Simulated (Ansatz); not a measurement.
**A self-consistent single point of CsBr (Pm-3m, 2 atoms in the cell) with Ansatz (a quantum-chemistry and plane-wave program)**

Computed with PBE (plane waves, PAW; Ansatz).

This input was run:

Ansatz 0.2 input:
```yaml
# CsBr
crystal:
  lattice:
    - [4.29000000, 0.00000000, 0.00000000]
    - [0.00000000, 4.29000000, 0.00000000]
    - [0.00000000, 0.00000000, 4.29000000]
  atoms:
    - { symbol: Cs, position: [0.00000000, 0.00000000, 0.00000000] }
    - { symbol: Br, position: [0.50000000, 0.50000000, 0.50000000] }
basis:
  ecutwfc: 420.0 eV
kpoints:
  mp_grid:
    grid: [8, 8, 8]
hamiltonian:
  xc: pbe
  pseudopotentials:
    kind: paw
scf:
  occupations:
    method: fermi_dirac
    width: 0.01 eV
output:
  forces: true
  eigenvalues: true
  stress: true
```

Output (repeated stretches shortened):

```
WARN ansatz: RAYON_NUM_THREADS=1 ignored (pool sized by the plan → 1); use --threads N
Pseudopotentials: kind: paw
Pseudopotential: Cs, paw, valence charge 9
Pseudopotential: Br, paw, valence charge 7
Crystal: 2 atoms, lattice volume = 78.954 Å³
Basis set: ecut = 420 eV, 1551 PW (Γ), exchange–correlation on 60×60×60 points (8 copies of the dense FFT grid, shifted against one another)
Bands: 12, of which v1, the nominal top of the filled ones, is band 8 counted from 1 (7 counted from 0)
Symmetry: 48 space group operations
Space group: Pm-3m (ITA 221), of the structure as read, at distance tolerance 4.3e-5 Å
k-points: 35 of 512
Initial density: superposition of atomic densities (neutral atoms: chi_scale 0, normalization atom), corrected by the library's trained network
Initial wavefunctions: pseudopotential atomic-orbital guess
Eigensolver: davidson
Functional: x = pbe(κ = 0.804, μ = 0.2195149727645171), c = pbe(β = 0.06672455060314922)
SCF iter   1: F=—  HF=-8457.465780 eV  |F-HF|=—  |Δ(HF+E_count)|=         —  Δρ=3.19e-4  dr2=8.10e-5  ethr=1.77e-3  ⟨swp⟩=8.3  Hψ=3068  notcnv=0
all-band conjugate gradients solve this SCF's bands
preconditioner: auto → Resta (q_TF=auto, 2.091 Å⁻¹)
SCF iter   2: F=—  HF=-8457.466190 eV  |F-HF|=—  |Δ(HF+E_count)|=   4.10e-4  Δρ=2.15e-4  dr2=4.92e-5  ethr=5.06e-7  ⟨swp⟩=3.1  Hψ=1361  notcnv=0
SCF iter   3: F=—  HF=-8457.466325 eV  |F-HF|=—  |Δ(HF+E_count)|=   1.35e-4  Δρ=1.33e-4  dr2=1.93e-5  ethr=3.07e-7  ⟨swp⟩=2.0  Hψ=805  notcnv=0
SCF iter   4: F=—  HF=-8457.466319 eV  |F-HF|=—  |Δ(HF+E_count)|=   5.27e-6  Δρ=5.82e-5  dr2=3.44e-6  ethr=1.20e-7  ⟨swp⟩=2.1  Hψ=568  notcnv=0
SCF iter   5: F=—  HF=-8457.466319 eV  |F-HF|=—  |Δ(HF+E_count)|=   3.71e-7  Δρ=1.57e-5  dr2=3.52e-7  ethr=2.15e-8  ⟨swp⟩=2.0  Hψ=665  notcnv=0
SCF iter   6: F=-8457.466319 eV  HF=-8457.466319 eV  |F-HF|=3.32e-8  |Δ(HF+E_count)|=   8.10e-8  Δρ=5.34e-6  dr2=4.26e-8  ethr=6.25e-10  ⟨swp⟩=5.2  Hψ=1701  notcnv=0
SCF 1 converged in 6 iterations: F = -8457.466319 eV  dr2 = 4.26e-8
SCF converged after 6 iterations
Free energy (F): -8457.466319 eV
Harris-Foulkes:  -8457.466319 eV  (|F-HF|=3.32e-8)
Internal energy: -8457.466319 eV  (E = F + TS)
E sigma→0 (E₀):  -8457.466319 eV
Fermi energy:    5.342444 eV
--- Per-component energies (eV) ---
  E_band       = -57.312010
  E_kinetic    = 276.994619
  E_local      = -414.919251  (includes V_loc(G=0)·N_el)
  E_nonlocal   = 100.341634
  E_hartree    = 122.106968
  E_xc         = -440.082494
  E_vxc        = -231.672295  (∫ρ·V_xc dr)
  E_paw        = -7313.296264  (= ΣΔE_a)
  E_vpaw       = -32.272844  (= ΣTr[D̂ρ^β])
  E_aug_tail   = -0.000001  (compensation charges beyond the density's cutoff)
  E_ewald      = -788.611529
  E_smearing   = -0.000000  (= −TS)
  E_closure    = -0.000000  (closes the sum)
  Σ components = -8457.466319   (vs F -8457.466319, Δ=0.00e0)
--- Forces (eV/Å), atoms counted from 1 ---
  atom   1  Cs    -0.00000000     0.00000000    -0.00000000
  atom   2  Br     0.00000000     0.00000000     0.00000000
  max |Σ_I F_I| component: 6.74e-31 eV/Å
--- Stress (GPa, compression-positive) ---
        1.004670       0.000000       0.000000
        0.000000       1.004670       0.000000
        0.000000       0.000000       1.004670
  P = ⅓ Tr σ = 1.0047 GPa (10.047 kbar)
  The stress holds the Pulay correction. Without it, at fixed plane waves, as pw.x and ABINIT print it: P = 1.0004 GPa
--- Band table (eV; the first three rows and the last of 35) ---
  k-point 0: bands = ["-16.6856", "-9.2870", "-3.2840", "-3.2840", "-3.2840", "3.0743", "3.0743", "3.0743", "7.5923", "8.0023", "8.0023", "12.2073"]
  k-point 1: bands = ["-16.6778", "-9.2889", "-3.3461", "-3.2689", "-3.2689", "2.8255", "3.0453", "3.0453", "7.9779", "8.1017", "8.3494", "12.1003"]
  k-point 2: bands = ["-16.6591", "-9.2945", "-3.4866", "-3.2318", "-3.2318", "2.3260", "2.9737", "2.9737", "8.3846", "8.8936", "9.2454", "11.9495"]
  k-point 34: bands = ["-16.5436", "-9.1087", "-3.6859", "-3.6859", "-3.6859", "1.9066", "1.9066", "1.9066", "11.3996", "11.3996", "11.3996", "12.2231"]
```

The run converged in 6 iterations.

The starting cell has typed, rounded lattice constants, without a prior relaxation at this level. Ansatz's pressure includes its estimate of the finite-basis (Pulay) stress.
